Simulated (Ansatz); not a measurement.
# Ba (Im-3m) in Ansatz: a series of runs

Aim: see how the results for Ba move with the level of theory and the settings. Levels: LDA, BLYP. Tasks: density of states, band structure.

Program: Ansatz 0.2.0. These are calculated values, not measurements. Logs are shortened: lines on timing, memory, paths and dates and some standing lists are left out, and cuts for length are marked.

**1. The structure**

Symmetry: Im-3m, No. 229, cubic system. The conventional cell has a = 5.013 Å, b = 5.013 Å, c = 5.013 Å, α = 90.00°, β = 90.00°, γ = 90.00°. Around Ba (site symmetry m-3m) lie 8 Ba at 4.34 Å.

**2. Density of states, LDA**

File run.py:

```python
import json

import ase.io
import numpy as np

import ansatz as az

atoms = ase.io.read("POSCAR", format="vasp")

calculation = (
    az.Crystal.from_ase(atoms)
    .calculation()
    .kpoints(5, 5, 5)
    .functional("lda")
    .pseudopotentials(kind="paw", accuracy="standard", xc_functional="lda")
    .scf(extra_bands=6)
    .occupations(method="gaussian", width=0.05)
    .density()
    .potential()
    .output_files(volumetric_format="npy")
    .electron_localization_function()
    .density_of_states(energy_step=0.05, projected=False, nscf_kmesh=(8, 8, 8))
    .forces()
    .stress()
    .band_table(publish=True)
)
outcome = calculation.run(threads=2, events_out="events.jsonl")

report = outcome.report
for line in open("events.jsonl"):
    event = json.loads(line)
    if event["event"] == "scf_iter":
        d = event["data"]
        print(f"SCF {d['iter']:3d}  HF = {d['harris_foulkes_ev']:.6f} eV  dr2 = {d['dr2_ev']:.2e} eV")
    elif event["event"] in ("relax_step", "md_step"):
        d = event["data"]
        print(f"{event['event']} {d['step']:3d}  E = {d['lagrangian_ev']:.6f} eV")
np.set_printoptions(precision=5, suppress=True, linewidth=110)
print("converged:", report["converged"], "after", report["n_iterations"], "iterations")
print(f"free energy {report['free_energy_ev']:.6f} eV, Fermi level {report['fermi_energy_ev']:.4f} eV")
for key in ("band_edges_ev", "magnetization_mub", "site_moments_mub", "site_moments_nc_mub", "forces_ev_ang",
                "stress_gpa", "kpoints_frac", "eigenvalues_ev"):
    if report.get(key) is not None:
        print(key, np.array(report[key]), sep="\n")
```

File POSCAR:

```
Ba
1.0
   -2.5065000000      2.5065000000      2.5065000000
    2.5065000000     -2.5065000000      2.5065000000
    2.5065000000      2.5065000000     -2.5065000000
Ba
1
Direct
    0.0000000000      0.0000000000      0.0000000000
```

Potentials or basis: JTH PAW LDA.

Run with:

```bash
> python run.py
```

Output:

```text
DeckWarning: basis.ecutwfc = 660 eV, auto-derived from the records' recommended cutoffs: set by Ba (normal level)
DeckWarning: pseudopotentials/Ba.paw.azcp: the checks of this Ba dataset prove no rule for summing its radial tables, as where they were carried onto another mesh than they were made on, and Gregory's rule is taken, under which a leading mesh point left out moves its sums only by what lay on the interval it spanned. That does not make them correct, and they differ from Quantum ESPRESSO's on this file; a re-export [...]
PlacementWarning: RAYON_NUM_THREADS=2 ignored (pool sized by the plan → 2); use plan(threads=…)
SCF   1  HF = -5763.181602 eV  dr2 = 1.51e-01 eV
SCF   2  HF = -5763.114550 eV  dr2 = 1.96e-02 eV
SCF   3  HF = -5763.108888 eV  dr2 = 1.84e-04 eV
SCF   4  HF = -5763.109515 eV  dr2 = 3.03e-05 eV
SCF   5  HF = -5763.109532 eV  dr2 = 5.04e-09 eV
SCF   6  HF = -5763.109532 eV  dr2 = 6.97e-12 eV
converged: True after 6 iterations
free energy -5763.109532 eV, Fermi level 5.7439 eV
magnetization_mub
0.0
forces_ev_ang
[[ 0. -0.  0.]]
stress_gpa
[[-1.45914 -0.      -0.     ]
 [ 0.      -1.45914  0.     ]
 [ 0.      -0.      -1.45914]]
kpoints_frac
[[ 0.   0.   0. ]
 [ 0.   0.   0.2]
 [ 0.   0.   0.4]
 [ 0.   0.2  0.2]
 [ 0.   0.2  0.4]
 [ 0.2  0.2  0.2]
 [ 0.2  0.2 -0.2]
 [ 0.2  0.4 -0.4]
 [ 0.2 -0.4 -0.4]
 [ 0.4  0.4 -0.4]]
eigenvalues_ev
[[-23.2661   -8.14681  -8.14681  -8.14681   2.89699   7.4283    7.4283    7.4283    8.88023   8.88023
   12.58489]
 [-23.25119  -8.3163   -8.19989  -8.14779   3.58958   6.95304   7.00696   8.17796   8.54432   8.88859
   13.07212]
 [-23.22692  -8.57192  -8.28351  -8.14948   4.65207   6.39096   6.74049   8.85524   9.25345  10.14486
   11.70646]
 [-23.23158  -8.48679  -8.27463  -8.18415   4.64487   6.34611   6.6053    8.47308   9.32478   9.63888
   12.36609]
 [-23.21941  -8.5572   -8.36382  -8.19445   5.27465   6.2726    6.53891   8.70123   9.4301   10.8943
   11.36347]
 [-23.22186  -8.49829  -8.30458  -8.30458   5.84082   6.13545   6.13545   9.39804   9.39804  10.1232
   11.72477]
 [-23.2376   -8.34073  -8.25605  -8.25605   4.21391   6.95601   7.34607   7.34607   8.15885   9.47394
   12.73116]
 [-23.21547  -8.53033  -8.34436  -8.26762   5.2236    6.09568   7.10434   7.74502   9.41427   9.91801
   12.37188]
 [-23.20547  -8.48526  -8.48526  -8.29152   5.73282   5.73282   6.65651   9.01918   9.01918  10.85089
   11.94959]
 [-23.19683  -8.47068  -8.43978  -8.43978   5.34116   5.34658   8.70862   8.70862   9.16818   9.89848
   12.07662]]
```

dos.tsv:

```text
# E-E_F[eV]	g_bin_mean(E)[states/eV]	N(E)
# format = ansatz-dos/2
# fermi_ev = 5.618261
# fermi_mp_grid = 8 8 8
# fermi_mp_shift = 0 0 0
# nscf_kmesh_grid = 8 8 8
# nscf_kmesh_shift = 0 0 0
# tetrahedron_fermi_ev = 5.623188
# g_bin_mean(E): the states in a bin one row spacing wide, centred on E, divided by that spacing. States that the method places at a single energy (under output.dos.method: tetrahedron, those of a tetrahedron whose four corners have one energy) are counted whole in the row whose bin holds that energy (on the edge of two bins, in the lower row). The sum of g_bin_mean over a run of rows, times the row spacing, is the number of states from half a spacing under the first of them to half a spacing over the last (a plain sum, not the trapezoid rule).
-29.384360	0.000000e0	0.000000e0
-29.334360	0.000000e0	0.000000e0
-29.284360	0.000000e0	0.000000e0
-29.234360	0.000000e0	0.000000e0
-29.184360	0.000000e0	0.000000e0
-29.134360	0.000000e0	0.000000e0
[... 752 lines left out ...]
8.515640	0.000000e0	2.200000e1
8.565640	0.000000e0	2.200000e1
```

rho_z.tsv:

```text
# z_ang	rho[e/angstrom^3]
# format = ansatz-planar-average/11
# lattice	-2.506500000	2.506500000	2.506500000
# lattice	2.506500000	-2.506500000	2.506500000
# lattice	2.506500000	2.506500000	-2.506500000
# sites	1
# site	56	0.000000000	0.000000000	0.000000000
0.000000	2.765622e-1
0.096475	2.778702e-1
0.192950	2.811086e-1
0.289426	2.844622e-1
0.385901	2.855388e-1
0.482376	2.820338e-1
[... 37 lines left out ...]
4.148435	2.811086e-1
4.244910	2.778702e-1
```

Run time: 1.6 s. Hardware: 2 threads of Arm Neoverse V2, shared host; peak memory 0.4 GiB.

Results:

| Item | Value |
| --- | --- |
| Free energy | -5763.1095 eV |
| Pressure | -1.5 GPa |
| Band gap on the k mesh | none (metal or under the smearing width) |
| Density of states at the Fermi level | 1.09 states/eV per cell |

Levels at points of the mesh, in eV from the Fermi level:
```
           k point  band 3  band 4  band 5  band 6  band 7  band 8
(0.00, 0.00, 0.00)  -13.89  -13.89   -2.85    1.68    1.68    1.68
```

States per cell in windows of 1 eV (zero at the Fermi level; states under -8 eV left out):
```
from (eV)  total
     -8.0   0.00
     -7.0   0.00
     -6.0   0.00
     -5.0   0.00
     -4.0   0.00
     -3.0   0.09
     -2.0   0.43
     -1.0   1.51
      0.0   2.46
      1.0   1.42
      2.0   1.66
      3.0   2.94
      4.0   1.15
      5.0   0.70
      6.0   1.27
      7.0   0.35
```

Caveat: this barium file gives pressures and gaps apart from those of other sets.

**3. Density of states, LDA**

File input.yaml:

```yaml
crystal:
  lattice:
    - [-2.5065, 2.5065, 2.5065]
    - [2.5065, -2.5065, 2.5065]
    - [2.5065, 2.5065, -2.5065]
  atoms:
    - { symbol: Ba, position: [0.0, 0.0, 0.0] }
hamiltonian:
  xc: lda
  pseudopotentials: { kind: paw, xc_functional: lda, accuracy: standard }
kpoints:
  mp_grid: { grid: [5, 5, 5] }
scf:
  occupations: { method: gaussian, width: 0.05 }
  n_extra_bands: 6
output:
  forces: true
  stress: true
  eigenvalues: true
  dos: { projected: false, de: 0.05, nscf_kmesh: { grid: [8, 8, 8] } }
  write_density: true
  write_potential: true
  elf: true
  volumetric_format: npy
```

Potentials or basis: JTH PAW LDA.

Run with:

```bash
> ansatz run input.yaml --threads 2 --pin off --max-ram 5120MiB --backend cpu --events-out ev --progress --plain --runs-dir out
```

Output:

```text
Warning: the checks of this Ba dataset prove no rule for summing its radial tables, as where they were carried onto another mesh than they were made on, and Gregory's rule is taken, under which a leading mesh point left out moves its sums only by what lay on the interval it spanned. That does not make them correct, and they differ from Quantum ESPRESSO's on this file; a re-export a fraction of a mesh step off can move them. hamiltonian.pseudopotentials.radial_quadrature: simpson_from_first_knot sums it by `pw.x`'s rule; on a PAW file no value gives `pw.x`'s numbers. What more to know: hamiltonian.pseudopotentials.radial_quadrature, in the input reference
Warning: RAYON_NUM_THREADS=2 ignored (pool sized by the plan → 2); use --threads N
scf.n_extra_bands = 6 over 5 filled bands (N_el = 10.0): the run solves 11 bands
Engine: ansatz 0.2.0, aarch64-unknown-linux-gnu
Pseudopotentials: kind: paw
Pseudopotential: Ba, paw, valence charge 10, recommended cutoff 660 eV (normal), Ba.paw.azcp
Functional definition: SPW92
  exchange = slater_x
  correlation = pw_c
Crystal: 1 atoms, lattice volume = 62.989 Å³
Basis set: ecut = 660 eV, 2491 PW (Γ)
Bands: 11, of which v1, the nominal top of the filled ones, is band 5 counted from 1 (4 counted from 0)
Symmetry: 48 space group operations
Space group: Im-3m (ITA 229), of the structure as read, at distance tolerance 4.0e-5 Å
k-points: 10 of 125
Non-local potential: Ba, projectors of the file, l = 0: 2, l = 1: 2, l = 2: 2
PAW form: compensated (Kresse and Joubert's): semilocal exchange-correlation on the pseudo side sees the compensation charge
PAW one-centre angular grid: Ba, 590 points (default); XC on 64 Gauss nodes
Initial density: superposition of atomic densities (chi_scale 0.1, normalization cell)
Initial wavefunctions: pseudopotential atomic-orbital guess
Functional: x = slater, c = lda
SCF iter   1: F=—  HF=-5763.181602 eV  |F-HF|=—  |Δ(HF+E_count)|=         —  Δρ=2.55e-2  dr2=1.51e-1  ethr=3.10e-3  ⟨swp⟩=7.8  Hψ=909  notcnv=0
preconditioner: auto → none  [insulator: Δε(μ)=0.120 eV  Ē_g=3.907 eV  σ=0.050 eV  W_gap=0.62  n_scr=12 (ndim 8)  ℏωp=6.6 eV  f_vac=0.001  D(μ)=2.76/eV (n_scr^D=18)  ε∞_Penn≈3.9]
SCF iter   2: F=—  HF=-5763.114550 eV  |F-HF|=—  |Δ(HF+E_count)|=   6.71e-2  Δρ=1.11e-2  dr2=1.96e-2  ethr=1.51e-3  ⟨swp⟩=2.0  Hψ=279  notcnv=0  defer=8
SCF iter   3: F=—  HF=-5763.108888 eV  |F-HF|=—  |Δ(HF+E_count)|=   5.66e-3  Δρ=1.49e-3  dr2=1.84e-4  ethr=1.96e-4  ⟨swp⟩=2.0  Hψ=198  notcnv=0  defer=10
SCF iter   4: F=—  HF=-5763.109515 eV  |F-HF|=—  |Δ(HF+E_count)|=   6.27e-4  Δρ=2.93e-4  dr2=3.03e-5  ethr=1.84e-6  ⟨swp⟩=2.0  Hψ=137  notcnv=0  defer=10
SCF iter   5: F=—  HF=-5763.109532 eV  |F-HF|=—  |Δ(HF+E_count)|=   1.65e-5  Δρ=4.97e-6  dr2=5.04e-9  ethr=1.00e-9  ⟨swp⟩=12.8  Hψ=938  notcnv=0
SCF iter   6: F=-5763.109532 eV  HF=-5763.109532 eV  |F-HF|=9.09e-13  |Δ(HF+E_count)|=  8.37e-10  Δρ=2.85e-7  dr2=6.97e-12  ethr=5.04e-11  ⟨swp⟩=5.6  Hψ=453  notcnv=0
SCF 1 converged in 6 iterations: F = -5763.109532 eV  dr2 = 6.97e-12
NSCF: frozen V_eff on 29 k-points
SCF converged after 6 iterations
Free energy (F): -5763.109532 eV
Harris-Foulkes:  -5763.109532 eV  (|F-HF|=9.09e-13)
Internal energy: -5763.106053 eV  (E = F + TS)
E sigma→0 (E₀):  -5763.107792 eV
Entropy (-TS):   -0.003479 eV (-3.479 meV/atom)
Fermi energy:    5.743945 eV
--- Per-component energies (eV) ---
  E_band       = -86.729171
  E_kinetic    = 242.189480
  E_local      = -307.393584  (includes V_loc(G=0)·N_el)
  E_nonlocal   = -89.311340
  E_hartree    = 116.557766
  E_xc         = -187.525817
  E_vxc        = -141.275737  (∫ρ·V_xc dr)
  E_paw        = -5014.944787  (= ΣΔE_a)
  E_vpaw       = -24.053497  (= ΣTr[D̂ρ^β])
  E_aug_tail   = -0.000018  (compensation charges beyond the density's cutoff)
  E_ewald      = -522.677753
  E_smearing   = -0.003479  (= −TS)
  E_closure    = -0.000000  (closes the sum)
  Σ components = -5763.109532   (vs F -5763.109532, Δ=0.00e0)
--- Forces (eV/Å), atoms counted from 1 ---
  atom   1  Ba     0.00000000    -0.00000000     0.00000000
  max |Σ_I F_I| component: 5.01e-31 eV/Å
--- Stress (GPa, compression-positive) ---
       -1.459136      -0.000000      -0.000000
        0.000000      -1.459136       0.000000
        0.000000      -0.000000      -1.459136
  P = ⅓ Tr σ = -1.4591 GPa (-14.591 kbar)
--- Band table (eV; the first three rows and the last of 10) ---
  k-point 0: bands = ["-23.2661", "-8.1468", "-8.1468", "-8.1468", "2.8970", "7.4283", "7.4283", "7.4283", "8.8802", "8.8802", "12.5849"]
  k-point 1: bands = ["-23.2512", "-8.3163", "-8.1999", "-8.1478", "3.5896", "6.9530", "7.0070", "8.1780", "8.5443", "8.8886", "13.0721"]
  k-point 2: bands = ["-23.2269", "-8.5719", "-8.2835", "-8.1495", "4.6521", "6.3910", "6.7405", "8.8552", "9.2535", "10.1449", "11.7065"]
  k-point 9: bands = ["-23.1968", "-8.4707", "-8.4398", "-8.4398", "5.3412", "5.3466", "8.7086", "8.7086", "9.1682", "9.8985", "12.0766"]
```

dos.tsv:

```text
# E-E_F[eV]	g_bin_mean(E)[states/eV]	N(E)
# format = ansatz-dos/2
# fermi_ev = 5.618261
# fermi_mp_grid = 8 8 8
# fermi_mp_shift = 0 0 0
# nscf_kmesh_grid = 8 8 8
# nscf_kmesh_shift = 0 0 0
# tetrahedron_fermi_ev = 5.623188
# g_bin_mean(E): the states in a bin one row spacing wide, centred on E, divided by that spacing. States that the method places at a single energy (under output.dos.method: tetrahedron, those of a tetrahedron whose four corners have one energy) are counted whole in the row whose bin holds that energy (on the edge of two bins, in the lower row). The sum of g_bin_mean over a run of rows, times the row spacing, is the number of states from half a spacing under the first of them to half a spacing over the last (a plain sum, not the trapezoid rule).
-29.384360	0.000000e0	0.000000e0
-29.334360	0.000000e0	0.000000e0
-29.284360	0.000000e0	0.000000e0
-29.234360	0.000000e0	0.000000e0
-29.184360	0.000000e0	0.000000e0
-29.134360	0.000000e0	0.000000e0
[... 752 lines left out ...]
8.515640	0.000000e0	2.200000e1
8.565640	0.000000e0	2.200000e1
```

rho_z.tsv:

```text
# z_ang	rho[e/angstrom^3]
# format = ansatz-planar-average/11
# lattice	-2.506500000	2.506500000	2.506500000
# lattice	2.506500000	-2.506500000	2.506500000
# lattice	2.506500000	2.506500000	-2.506500000
# sites	1
# site	56	0.000000000	0.000000000	0.000000000
0.000000	2.765622e-1
0.096475	2.778702e-1
0.192950	2.811086e-1
0.289426	2.844622e-1
0.385901	2.855388e-1
0.482376	2.820338e-1
[... 37 lines left out ...]
4.148435	2.811086e-1
4.244910	2.778702e-1
```

Run time: 0.93 s. Hardware: 2 threads of Arm Neoverse V2, shared host; peak memory 0.29 GiB.

Results:

```
Free energy                          : -5763.1095 eV
Pressure                             : -1.5 GPa
Band gap on the k mesh               : none (metal or under the smearing width)
Density of states at the Fermi level : 1.09 states/eV per cell
```

Levels at points of the mesh, in eV from the Fermi level:
```csv
k point,band 1,band 2,band 3,band 4,band 5,band 6,band 7,band 8,band 9,band 10
"(0.00, 0.00, 0.00)",-29.01,-13.89,-13.89,-13.89,-2.85,1.68,1.68,1.68,3.14,3.14
```

States per cell in windows of 1 eV (zero at the Fermi level; states under -8 eV left out):
| from (eV) | total |
| --- | --- |
| -8.0 | 0.00 |
| -7.0 | 0.00 |
| -6.0 | 0.00 |
| -5.0 | 0.00 |
| -4.0 | 0.00 |
| -3.0 | 0.09 |
| -2.0 | 0.43 |
| -1.0 | 1.51 |
| 0.0 | 2.46 |
| 1.0 | 1.42 |
| 2.0 | 1.66 |
| 3.0 | 2.94 |
| 4.0 | 1.15 |
| 5.0 | 0.70 |
| 6.0 | 1.27 |
| 7.0 | 0.35 |

Caveat: this barium file gives pressures and gaps apart from those of other sets. The run has no spin-orbit coupling, so splittings on Ba are missing.

(Part 1 of 2 ends here.)
